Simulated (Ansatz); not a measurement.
## Si: O interstitial

Level of theory: Ansatz, DFT PBE, scalar-relativistic, plane waves, PAW. (420 eV cutoff, 1×1×1 k-mesh, Gaussian smearing of 0.02 eV, collinear spin in charge +1, -1 alone)

Host crystal, relaxed:

```xyz
4
Lattice="3.8513 0.0000 0.0000 -1.9256 3.3353 0.0000 0.0000 0.0000 6.3650" Properties=species:S:1:pos:R:3 pbc="T T T"
Si    0.0000    2.2235    0.4006
Si    1.9256    1.1118    3.5831
Si    0.0000    2.2235    2.7820
Si    1.9256    1.1118    5.9645
```

Supercell of 48 atoms, rows in host cell vectors: 2 0 -1; -2 -2 -1; 0 2 -1. Atoms relax at the host's cell, keeping the symmetry that the supercell leaves at the site. The cell is small, so energies carry finite-size errors of tenths of an eV. The zone centre alone is far too coarse a mesh for this cell, so the numbers show that error and aren't the defect's converged properties. The host's Kohn–Sham gap is 0.45 eV.

Starting moments were lost in some runs.

Defect: O interstitial, charge -1.

Command:

```bash
ansatz run input.yaml --threads 4 --pin off --max-ram 8192MiB --backend cpu --events-out ev --progress --plain --runs-dir out
```

The input:

```yaml
crystal:
  lattice:
    - [7.7025612697, 1.0e-10, -6.3650227274]
    - [-3.8512806348, -6.6706137338, -6.3650227274]
    - [-3.8512806349, 6.6706137337, -6.3650227274]
  atoms:
    - { symbol: Si, position: [0.1434008236, 0.4816715439, 0.3131130143] }
    - { symbol: Si, position: [0.3119562216, 0.6451657106, 0.9791289638] }
    - { symbol: Si, position: [0.9791289638, 0.3119562216, 0.6451657106] }
    - { symbol: Si, position: [0.8135539674, 0.6462950703, 0.4747186503] }
    - { symbol: Si, position: [0.4816715439, 0.3131130143, 0.1434008236] }
    - { symbol: Si, position: [0.6462950703, 0.4747186503, 0.8135539674] }
    - { symbol: Si, position: [0.3131130143, 0.1434008236, 0.4816715439] }
    - { symbol: Si, position: [0.9769286642, 0.8210901696, 0.1325103876], spin: 0.077 }
    - { symbol: Si, position: [0.1325103876, 0.9769286642, 0.8210901696], spin: 0.077 }
    - { symbol: Si, position: [0.6451657106, 0.9791289638, 0.3119562216] }
    - { symbol: Si, position: [0.8210901696, 0.1325103876, 0.9769286642], spin: 0.077 }
    - { symbol: Si, position: [0.4747186503, 0.8135539674, 0.6462950703] }
    - { symbol: Si, position: [0.1487442249, 0.3130692507, 0.9804946151] }
    - { symbol: Si, position: [0.3127599858, 0.4792290919, 0.6445833959] }
    - { symbol: Si, position: [0.9804946151, 0.1487442249, 0.3130692507] }
    - { symbol: Si, position: [0.8121199755, 0.4849810308, 0.1384703903] }
    - { symbol: Si, position: [0.4849810308, 0.1384703903, 0.8121199755] }
    - { symbol: Si, position: [0.6445833959, 0.3127599858, 0.4792290919] }
    - { symbol: Si, position: [0.3130692507, 0.9804946151, 0.1487442249] }
    - { symbol: Si, position: [0.9775716476, 0.6404929922, 0.8094765233], spin: 0.077 }
    - { symbol: Si, position: [0.1384703903, 0.8121199755, 0.4849810308] }
    - { symbol: Si, position: [0.6404929922, 0.8094765233, 0.9775716476], spin: 0.077 }
    - { symbol: Si, position: [0.8094765233, 0.9775716476, 0.6404929922], spin: 0.077 }
    - { symbol: Si, position: [0.4792290919, 0.6445833959, 0.3127599858] }
    - { symbol: Si, position: [0.019779366, 0.358614683, 0.187038263] }
    - { symbol: Si, position: [0.1881676227, 0.5213771118, 0.8542043695] }
    - { symbol: Si, position: [0.8542043695, 0.1881676227, 0.5213771118] }
    - { symbol: Si, position: [0.6899325097, 0.520220319, 0.3516617894] }
    - { symbol: Si, position: [0.358614683, 0.187038263, 0.019779366] }
    - { symbol: Si, position: [0.520220319, 0.3516617894, 0.6899325097] }
    - { symbol: Si, position: [0.187038263, 0.019779366, 0.358614683] }
    - { symbol: Si, position: [0.8564046692, 0.7008229457, 0.0122431638], spin: 0.077 }
    - { symbol: Si, position: [0.0122431638, 0.8564046692, 0.7008229457], spin: 0.077 }
    - { symbol: Si, position: [0.5213771118, 0.8542043695, 0.1881676227] }
    - { symbol: Si, position: [0.7008229457, 0.0122431638, 0.8564046692], spin: 0.077 }
    - { symbol: Si, position: [0.3516617894, 0.6899325097, 0.520220319] }
    - { symbol: Si, position: [0.02385681, 0.1928403411, 0.8557616857], spin: 0.077 }
    - { symbol: Si, position: [0.1887499374, 0.3541042415, 0.5205733475] }
    - { symbol: Si, position: [0.8557616857, 0.02385681, 0.1928403411], spin: 0.077 }
    - { symbol: Si, position: [0.694862943, 0.3483523025, 0.0212133578] }
    - { symbol: Si, position: [0.3483523025, 0.0212133578, 0.694862943] }
    - { symbol: Si, position: [0.5205733475, 0.1887499374, 0.3541042415] }
    - { symbol: Si, position: [0.1928403411, 0.8557616857, 0.02385681], spin: 0.077 }
    - { symbol: Si, position: [0.8528387182, 0.5202640826, 0.6845891084] }
    - { symbol: Si, position: [0.0212133578, 0.694862943, 0.3483523025] }
    - { symbol: Si, position: [0.5202640826, 0.6845891084, 0.8528387182] }
    - { symbol: Si, position: [0.6845891084, 0.8528387182, 0.5202640826] }
    - { symbol: Si, position: [0.3541042415, 0.5205733475, 0.1887499374] }
    - { symbol: O, position: [0.9166666667, 0.9166666667, 0.9166666667], spin: 0.077 }
  host:
    lattice:
      - [3.8512806348, 0.0, 0.0]
      - [-1.9256403174, 3.3353068669, 0.0]
      - [0.0, 0.0, 6.3650227274]
    atoms:
      - { symbol: Si, position: [0.3333333333, 0.6666666667, 0.0629309403] }
      - { symbol: Si, position: [0.6666666667, 0.3333333333, 0.5629309403] }
      - { symbol: Si, position: [0.3333333333, 0.6666666667, 0.4370690597] }
      - { symbol: Si, position: [0.6666666667, 0.3333333333, 0.9370690597] }
total_charge: -1
basis:
  ecutwfc: 420
  xc_grid: 2
kpoints:
  mp_grid: { grid: [1, 1, 1], shift: [0.0, 0.0, 0.0] }
hamiltonian:
  xc: pbe
scf:
  occupations: { method: gaussian, width: 0.02 }
output:
  forces: true
  stress: false
  eigenvalues: true
  populations: true
  charged_corrections:
    defect_position: [0.91666667, 0.91666667, 0.91666667]
    epsilon: [[12.6179, 0.0, 0.0], [0.0, 12.6179, 0.0], [0.0, 0.0, 13.7065]]
magnetization:
  spin_polarized: true
relax:
  adjacent_minimum: "off"
  f_tol: 0.025
  max_steps: 45
```

From the output:

```
Warning: RAYON_NUM_THREADS=4 ignored (pool sized by the plan → 4); use --threads N
Crystal: 49 atoms, lattice volume = 981.120 Å³
Basis set: ecut = 420 eV, 19113 PW (Γ), exchange–correlation on 144×144×144 points (8 copies of the dense FFT grid, shifted against one another)
Bands: 150, of which v1, the nominal top of the filled ones, is band 100 counted from 1 (99 counted from 0)
Symmetry: 6 space group operations
Space group: R32 (ITA 155), of the structure as read, at distance tolerance 9.9e-5 Å
k-points: 1
relax step   1: F+E_penalty+E_count = -31076.67191489 eV  Δ(F+E_penalty+E_count) = +0.000e0 eV  max|allowed force component| = 1.531e-1 eV/Å  Δτ_max = 0.0000 Å
relax step   2: F+E_penalty+E_count = -31076.68757867 eV  Δ(F+E_penalty+E_count) = -1.566e-2 eV  max|allowed force component| = 4.377e-2 eV/Å  Δτ_max = 0.0076 Å
relax step   3: F+E_penalty+E_count = -31076.69093238 eV  Δ(F+E_penalty+E_count) = -3.354e-3 eV  max|allowed force component| = 1.555e-2 eV/Å  Δτ_max = 0.0081 Å
relax step   4: F+E_penalty+E_count = -31076.69788791 eV  Δ(F+E_penalty+E_count) = -6.956e-3 eV  max|allowed force component| = 6.081e-2 eV/Å  Δτ_max = 0.0270 Å
relax step   5: F+E_penalty+E_count = -31076.61870173 eV  Δ(F+E_penalty+E_count) = +7.919e-2 eV  max|allowed force component| = 2.297e-1 eV/Å  Δτ_max = 0.0795 Å
relax step   6: F+E_penalty+E_count = -31076.70181525 eV  Δ(F+E_penalty+E_count) = -3.927e-3 eV  max|allowed force component| = 9.595e-2 eV/Å  Δτ_max = 0.0398 Å
relax step   7: F+E_penalty+E_count = -31076.70006374 eV  Δ(F+E_penalty+E_count) = +1.752e-3 eV  max|allowed force component| = 5.907e-2 eV/Å  Δτ_max = 0.0352 Å
relax step   8: F+E_penalty+E_count = -31076.70838438 eV  Δ(F+E_penalty+E_count) = -6.569e-3 eV  max|allowed force component| = 3.144e-2 eV/Å  Δτ_max = 0.0136 Å
relax step   9: F+E_penalty+E_count = -31076.70073130 eV  Δ(F+E_penalty+E_count) = +7.653e-3 eV  max|allowed force component| = 4.705e-2 eV/Å  Δτ_max = 0.0178 Å
relax step  10: F+E_penalty+E_count = -31076.70912798 eV  Δ(F+E_penalty+E_count) = -7.436e-4 eV  max|allowed force component| = 4.253e-3 eV/Å  Δτ_max = 0.0033 Å
SCF converged after 6 iterations
Free energy (F): -31076.709128 eV
E sigma→0 (E₀):  -31076.703471 eV
Fermi energy:    6.341155 eV
```

The relaxation gained 0.04 eV in 10 steps. It took 2.1 min on 4 threads of Arm Neoverse N1 (shared host), peak memory 1.3 GiB.